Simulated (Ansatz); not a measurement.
The system is MnS.

```
Mn S
1.0
     0.00000    2.60450    2.60450
     2.60450    0.00000    2.60450
     2.60450    2.60450    0.00000
Mn S
1 1
Cartesian
  0.0000 0.0000 0.0000
  2.6045 2.6045 2.6045
```

| Quantity | Value |
| --- | --- |
| Program | Ansatz 0.2.0 |
| Task | relaxation of cell and atoms |
| Functional | PBEsol |
| Dispersion | D3(BJ) |
| Potentials or basis | Ansatz PAW |
| Cutoff | 420 eV (not typed: the program's choice for these potentials) |
| k mesh | 9 × 9 × 9 |
| Occupations | fermi-dirac, width 0.05 eV |
| Spin | collinear spin, ferromagnetic start |
| Starting moments | [4.0, 0.0] μB |

At the start: volume 17.67 Å³/atom.

Question: How do energy, volume and symmetry change on relaxing?

Answer: It ends after 12 steps and the volume is 15.76 Å³/atom (-10.8 %); space group Fm-3m (No. 225, to 0.05 Å); moment 4.28 μB per cell.

Step by step:
```csv
step,energy change (eV),largest force (eV/Å),volume (Å³)
1,0.0000,0.0000,35.33
2,-0.1703,0.0000,31.32
3,-0.1796,0.0000,32.17
4,-0.1887,0.0000,31.97
5,-0.1943,0.0000,31.85
6,-0.2036,0.0000,31.46
7,-0.2046,0.0000,31.58
8,-0.2052,0.0000,31.55
9,-0.2053,0.0000,31.52
10,-0.2053,0.0000,31.53
11,-0.2053,0.0000,31.53
12,-0.2046,0.0000,31.53
```

Final structure:
```
CELL_PARAMETERS angstrom
0.00000 2.50736 2.50736
2.50736 0.00000 2.50736
2.50736 2.50736 0.00000
ATOMIC_POSITIONS crystal
Mn 0.00000 0.00000 0.00000
S 0.50000 0.50000 0.50000
```

Caveat: the plane-wave basis is chosen anew once the cell has moved, so the energies of steps on either side of that aren't comparable; a cell with one magnetic atom can't hold antiferromagnetic order, which such compounds often take; pairwise dispersion overbinds metals, which lowers pressure and volume; the PAW data sets come from PBE, with cores solved anew for the run's functional, which leaves a small shift of forces and pressure.
